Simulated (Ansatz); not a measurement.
**Wurtzite AgI, cell of 4 atoms**

Aim: the perfect cell at several levels of theory (PBEsol, HSE06 and r²SCAN), as the reference that defects and stacks are counted from.

All numbers are computed with Ansatz 0.2.0 (PAW, plane waves).

### Step 1. The starting cell

4 atoms (2 Ag, 2 I); a = 4.560 Å, b = 4.560 Å, c = 7.454 Å, α = 90.00°, β = 90.00°, γ = 120.00°.

Plan of the steps: (2) PBEsol single point at a 6×6×4 mesh, on 1 × NVIDIA GB300 Max-Q with 8 threads of Arm Neoverse-V2; (3) HSE06 single point at a 6×6×4 mesh, on 1 × NVIDIA GB300 Max-Q with 8 threads of Arm Neoverse-V2; (4) r²SCAN single point at a 6×6×4 mesh, on 1 × NVIDIA GB300 Max-Q with 8 threads of Arm Neoverse-V2.

As a file:

```xyz
4
Lattice="4.5599 0.0000 0.0000 -2.2799 3.9490 0.0000 0.0000 0.0000 7.4539" Properties=species:S:1:pos:R:3 pbc="T T T"
Ag    0.0000    2.6327    0.0000
Ag    2.2800    1.3163    3.7272
I     0.0000    2.6327    2.7949
I     2.2800    1.3163    6.5218
```

### Step 2. Single point with PBEsol

in.yaml reads:

```yaml
crystal:
  lattice:
    - [4.559901, 0.000000, 0.000000]
    - [-2.279950, 3.948990, 0.000000]
    - [0.000000, 0.000000, 7.453887]
  atoms:
    - { symbol: Ag, position: [0.333333, 0.666667, 0.000000] }
    - { symbol: Ag, position: [0.666667, 0.333333, 0.500041] }
    - { symbol: I, position: [0.333333, 0.666667, 0.374959] }
    - { symbol: I, position: [0.666667, 0.333333, 0.874959] }
kpoints:
  mp_grid: { grid: [6, 6, 4] }
  band_path: { path: [VBM, CBM], npoints: 2 }
hamiltonian:
  xc: pbesol
scf:
  occupations: { method: fermi_dirac, width: 0.01 }
output:
  forces: true
  eigenvalues: true
  stress: true
  populations: true
```

Launch:

```
ansatz run in.yaml --threads 8 --pin off --max-ram 118750MiB --runs-dir r --events-out ev --progress --plain --backend cuda --devices 0,
```

### Step 3. HSE06 single point

in.yaml, as its differences from that of step 2:

```diff
@@ -14,3 +14,3 @@
 hamiltonian:
-  xc: pbesol
+  xc: hse06
 scf:
@@ -20,3 +20,2 @@
   eigenvalues: true
-  stress: true
   populations: true
```

### Step 4. r²SCAN single point

in.yaml, as its differences from that of step 3:

```diff
@@ -14,3 +14,3 @@
 hamiltonian:
-  xc: hse06
+  xc: r2scan
 scf:
```

Q: Predict the outcome of this session. Wanted: for each run, top filled to lowest empty; gap over the zone; energy; pressure.

**Answer**, as computed:

| level | time | top filled to lowest empty (eV) | gap over the zone (eV) | energy (eV/atom) | pressure (GPa) |
| --- | --- | --- | --- | --- | --- |
| PBEsol | 3.3 s (GPU) | 1.23 | 1.23 | -7477.4596 | 0.00 |
| HSE06 | 1.7 min (GPU) | 2.52 | 2.52 | -7556.0638 | - |
| r²SCAN | 4.8 s (GPU) | 1.86 | 1.86 | -7566.2804 | - |

**In words.** At the same k points, PBEsol gives a spacing 1.29 eV smaller and r²SCAN gives a spacing 0.66 eV smaller than the 2.52 eV of HSE06. Exact exchange costs time: HSE06 ran about 32 times as long as PBEsol on the same kind of device. Spin–orbit coupling is left out, which matters for the band edges of the heavier elements here.
